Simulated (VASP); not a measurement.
# Sn (Fd-3m) in VASP: notebook, part 2 of 2

VASP 6.6.1.

## Step 5: Single point, PBE

File INCAR:

```
SYSTEM = Sn
PREC = Accurate
ENCUT = 520
EDIFF = 1E-7
ISMEAR = 0
SIGMA = 0.02
LREAL = .False.
LASPH = .True.
NELM = 80
ALGO = Normal
ISIF = 2
LWAVE = .False.
LCHARG = .False.
GGA = PE
```

File KPOINTS:

```
regular mesh
0
Gamma
  8 8 8
  0 0 0
```

File POSCAR:

```
Sn
1.0
    0.0000000000      3.2333428000      3.2333428000
    3.2333428000      0.0000000000      3.2333428000
    3.2333428000      3.2333428000      0.0000000000
Sn
2
Direct
    0.0000000000      0.0000000000      0.0000000000
    0.2500000000      0.2500000000      0.2500000000
```

Potentials or basis: VASP PAW PBE potentials, release 64 (Sn_d).

Run with:

```
> cat potpaw_PBE.64/Sn_d/POTCAR > POTCAR
> mpirun -np 1 vasp_std > vasp.out
```

OUTCAR:

```text
SYSTEM = Sn
   PREC = Accurate
   ENCUT = 520
   EDIFF = 1E-7
   ISMEAR = 0
   LREAL = .False.
   LASPH = .True.
   NELM = 80
   ISIF = 2
   GGA = PE

 ion  position               nearest neighbor table
   1  0.000  0.000  0.000-   2 2.80   2 2.80   2 2.80   2 2.80
   2  0.250  0.250  0.250-   1 2.80   1 2.80   1 2.80   1 2.80

  LATTYP: Found a face centered cubic cell.
 ALAT       =     6.4666856000

  Lattice vectors:

 A1 = (   0.0000000000,   3.2333428000,   3.2333428000)
 A2 = (   3.2333428000,   0.0000000000,   3.2333428000)
 A3 = (   3.2333428000,   3.2333428000,   0.0000000000)

Analysis of symmetry for initial positions (statically):
=====================================================================
 Subroutine PRICEL returns:
 Original cell was already a primitive cell.

 Routine SETGRP: Setting up the symmetry group for a
 face centered cubic supercell.

 Subroutine GETGRP returns: Found 48 space group operations
 (whereof 24 operations were pure point group operations)
 out of a pool of 48 trial point group operations.

The static configuration has the point symmetry T_d .
 The point group associated with its full space group is O_h .

Analysis of symmetry for dynamics (positions and initial velocities):
=====================================================================
 Subroutine PRICEL returns:
 Original cell was already a primitive cell.

 Routine SETGRP: Setting up the symmetry group for a
 face centered cubic supercell.

 Subroutine GETGRP returns: Found 48 space group operations
 (whereof 24 operations were pure point group operations)
 out of a pool of 48 trial point group operations.

The dynamic configuration has the point symmetry T_d .
 The point group associated with its full space group is O_h .

 Subroutine INISYM returns: Found 48 space group operations
 (whereof 24 operations are pure point group operations),
 and found     1 'primitive' translations

----------------------------------------------------------------------------------------

                                     Primitive cell

  volume of cell :      67.6060

  direct lattice vectors                    reciprocal lattice vectors
     0.000000000  3.233342800  3.233342800    -0.154638723  0.154638723  0.154638723
     3.233342800  0.000000000  3.233342800     0.154638723 -0.154638723  0.154638723
     3.233342800  3.233342800  0.000000000     0.154638723  0.154638723 -0.154638723

  length of vectors
     4.572637240  4.572637240  4.572637240     0.267842124  0.267842124  0.267842124

  position of ions in fractional coordinates (direct lattice)
     0.000000000  0.000000000  0.000000000
     0.250000000  0.250000000  0.250000000

  ion indices of the primitive-cell ions
   primitive index   ion index
                 1           1
                 2           2

----------------------------------------------------------------------------------------

 KPOINTS: regular mesh

Automatic generation of k-mesh.
 Grid dimensions read from file:
 generate k-points for:    8    8    8

 Generating k-lattice:

  Cartesian coordinates                     Fractional coordinates (reciprocal lattice)
    -0.019329840  0.019329840  0.019329840     0.125000000  0.000000000  0.000000000
     0.019329840 -0.019329840  0.019329840     0.000000000  0.125000000  0.000000000
     0.019329840  0.019329840 -0.019329840     0.000000000  0.000000000  0.125000000

  Length of vectors
     0.033480266  0.033480266  0.033480266

  Shift w.r.t. Gamma in fractional coordinates (k-lattice)
     0.000000000  0.000000000  0.000000000

 Subroutine IBZKPT returns following result:
 ===========================================

 Found     29 irreducible k-points:

 Following reciprocal coordinates:
            Coordinates               Weight
  0.000000  0.000000  0.000000      1.000000
  0.125000  0.000000  0.000000      8.000000
  0.250000  0.000000  0.000000      8.000000
  0.375000  0.000000  0.000000      8.000000
  0.500000  0.000000  0.000000      4.000000
  0.125000  0.125000  0.000000      6.000000
[... 16 lines left out ...]
  0.500000  0.250000  0.125000     48.000000
 -0.375000  0.250000  0.125000     24.000000
 [... further k-points ...]
   k-points           NKPTS =     29   k-points in BZ     NKDIM =     29   number of bands    NBANDS=     18
   number of dos      NEDOS =    301   number of ions     NIONS =      2
   total plane-waves  NPLWV =  46656
   dimension x,y,z NGX =    36 NGY =   36 NGZ =   36
   dimension x,y,z NGXF=    72 NGYF=   72 NGZF=   72
   ions per type =               2
   NGX,Y,Z   is equivalent  to a cutoff of  13.09, 13.09, 13.09 a.u.
   NGXF,Y,Z  is equivalent  to a cutoff of  26.18, 26.18, 26.18 a.u.
 SYSTEM =  Sn
   PREC   = accura    normal or accurate (medium, high low for compatibility)
   ISTART =      0    job   : 0-new  1-cont  2-samecut
   ICHARG =      2    charge: 1-file 2-atom 10-const
   ISPIN  =      1    spin polarized calculation?
   LNONCOLLINEAR =      F non collinear calculations
   LSORBIT =      F    spin-orbit coupling
   LASPH  =      T    aspherical Exc in radial PAW
   ENCUT  =  520.0 eV  38.22 Ry    6.18 a.u.   8.50  8.50  8.50*2*pi/ulx,y,z
   NELM   =     80;   NELMIN=  2; NELMDL= -5     # of ELM steps
   EDIFF  = 0.1E-06   stopping-criterion for ELM
   LREAL  =      F    real-space projection
   EDIFFG = 0.1E-05   stopping-criterion for IOM
   NSW    =      0    number of steps for IOM
   IBRION =     -1    ionic relax: 0-MD 1-quasi-New 2-CG
   NFREE  =      0    steps in history (QN), initial steepest desc. (CG)
   ISIF   =      2    stress and relaxation
   ISYM   =      2    0-nonsym 1-usesym 2-fastsym
   POTIM  = 0.5000    time-step for ionic-motion
   TEBEG  =    0.0;   TEEND  =   0.0 temperature during run
   PSTRESS=    0.0 pullay stress
   NELECT =      28.0000    total number of electrons
   NUPDOWN=      -1.0000    fix difference up-down
   EMIN   =  10.00;   EMAX   =-10.00  energy-range for DOS
   EFERMI =   0.00;   METHOD = LEGACY
   ISMEAR =     0;   SIGMA  =   0.02  broadening in eV -4-tet -1-fermi 0-gaus
   EFERMI_NEDOS =   21; number of points for ismear=-14 and -15
   IALGO  =     38    algorithm
   IMIX   =      4    mixing-type and parameters
     AMIX     =   0.40;   BMIX     =  1.00
     AMIX_MAG =   1.60;   BMIX_MAG =  1.00
  volume/ion in A,a.u.               =      33.80       228.11
  Fermi-wavevector in a.u.,A,eV,Ry     =   1.220298  2.306028 20.260793  1.489126
  Thomas-Fermi vector in A             =   2.355520
   LORBIT       =      0    0 simple, 1 ext, 2 COOP (PROOUT), +10 PAW based schemes
   GGA     = PE    functional components
   LHFCALC =     F    Hartree Fock is set to
   AEXX    =    0.0000 exact exchange contribution
   IVDW    =     0    specifies the selected vdW correction
   LEPSILON=     F    determine dielectric tensor
   LRPA    =     F    only Hartree local field effects (RPA)
 non-spin polarized calculation
 Gauss-broadening in eV      SIGMA  =   0.02
  energy-cutoff  :      520.00
  volume of cell :       67.61
 maximum number of plane-waves:      1841
 NGX is ok and might be reduce to    36
   NGX = 17   NGY = 17   NGZ = 17

 number of electron      28.0000008 magnetization

 Free energy of the ion-electron system (eV)
  ---------------------------------------------------
  ext. energy  EPLUGINS =         0.00000000
  ---------------------------------------------------
  free energy    TOTEN  =        -7.61847448 eV

  energy without entropy =       -7.61838633  energy(sigma->0) =       -7.61843040

 E-fermi :   5.7708     XC(G=0):  -8.9207

 val. band max:        5.5535601786   @ k =   0.1250   0.0000   0.0000
 cond. band min:       5.7707754601   @ k =   0.5000   0.0000   0.0000
 fundamental gap:      0.2172152816
 Fermi energy:         5.7707754550

 k-point     1 :       0.0000    0.0000    0.0000
  band No.  band energies     occupation
      1     -15.9489      2.00000
      2     -15.9488      2.00000
      3     -15.9488      2.00000
      4     -15.8878      2.00000
      5     -15.8878      2.00000
      6     -15.5700      2.00000
[... 10 lines left out ...]
     17       7.9176      0.00000
     18       7.9176      0.00000
[... 463 lines left out ...]
 k-point    24 :      -0.3750    0.2500    0.1250
  band No.  band energies     occupation
      1     -16.0167      2.00000
      2     -15.9996      2.00000
      3     -15.8741      2.00000
      4     -15.7962      2.00000
      5     -15.7778      2.00000
      6     -15.6961      2.00000
[... 10 lines left out ...]
     17      10.5239      0.00000
     18      11.3702      0.00000

 [... further k-points ...]

------------------------ aborting loop because EDIFF is reached ----------------------------------------

  FORCE on cell =-STRESS in cart. coord.  units (eV):
  Direction    XX          YY          ZZ          XY          YZ          ZX
  --------------------------------------------------------------------------------------
  -------------------------------------------------------------------------------------
  Total        1.5773745      1.5773745      1.5773745     -0.0000000      0.0000000     -0.0000000
  in kB       37.3817960     37.3817960     37.3817960     -0.0000000      0.0000000     -0.0000000
  external PRESSURE =      37.3817960 kB  Pullay stress =       0.0000000 kB

 VOLUME and BASIS-vectors are now :
 -----------------------------------------------------------------------------
  energy-cutoff  :      520.00
  volume of cell :       67.61
      direct lattice vectors                 reciprocal lattice vectors
     0.000000000  3.233342800  3.233342800    -0.154638723  0.154638723  0.154638723
     3.233342800  0.000000000  3.233342800     0.154638723 -0.154638723  0.154638723
     3.233342800  3.233342800  0.000000000     0.154638723  0.154638723 -0.154638723

 POSITION                                       TOTAL-FORCE (eV/Angst)
 -----------------------------------------------------------------------------------
      0.00000      0.00000      0.00000        -0.000000     -0.000000     -0.000000
      1.61667      1.61667      1.61667         0.000000      0.000000      0.000000
 -----------------------------------------------------------------------------------
    total drift:                                0.000000      0.000000      0.000000

  FREE ENERGIE OF THE ION-ELECTRON SYSTEM (eV)
  ---------------------------------------------------
  free  energy   TOTEN  =        -7.6184744821 eV

  energy  without entropy=       -7.6183863273  energy(sigma->0) =       -7.61843040
```

It took 28 s on 1 thread of Intel Xeon Platinum 8488C (Sapphire Rapids), shared host; peak memory 0.2 GiB.

What came out:

```
Free energy            : -7.6185 eV
Pressure               : 3.7 GPa
Band gap on the k mesh : none (metal or under the smearing width)
```

## Step 6: Overview

```csv
k mesh,mesh quality,gap on the mesh (eV),pressure (GPa)
4 × 4 × 4,coarse,none,4.5
6 × 6 × 6,not flagged,none,3.8
8 × 8 × 8,not flagged,none,3.7
```

Alike in all rows: task single point; level PBE; potentials or basis VASP PAW PBE potentials, release 64 (Sn_d); no spin polarisation; cell as given; cutoff (eV) 520; smearing gaussian 0.02 eV.

Caveats: some runs use coarse meshes.

Total energies depend on the potentials used, so only differences within one code and one set of settings carry meaning.
